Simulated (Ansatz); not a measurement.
The system is CaF2 (Fluorite).

```xyz
3
Lattice="0.0000 2.7310 2.7310 2.7310 0.0000 2.7310 2.7310 2.7310 0.0000" Properties=species:S:1:pos:R:3 pbc="T T T"
Ca    0.0000    0.0000    0.0000
F     4.0965    4.0965    4.0965
F     1.3655    1.3655    1.3655
```

Base run:

| Quantity | Value |
| --- | --- |
| Program | Ansatz 0.2.0 |
| Functional | PBE0 |
| Potentials or basis | Ansatz PAW |
| Cutoff | 420 eV (not typed: the program's choice for these potentials) |
| k mesh | 6 × 6 × 6 |
| Occupations | fermi-dirac, width 0.05 eV |
| Spin | no spin polarisation |

Its results: band gap on the k mesh 10.13 eV, indirect (least direct gap 10.40 eV); pressure 0.1 GPa.

The run is repeated on the same cell with these changes: functional from PBE0 to HSE06. What comes out?

Band gap on the k mesh 9.37 eV, indirect (least direct gap 9.64 eV); pressure 0.3 GPa.

Caveats: the PAW data sets come from PBE, with cores solved anew for the run's functional, which leaves a small shift of forces and pressure; the thresholds are loose for stress.
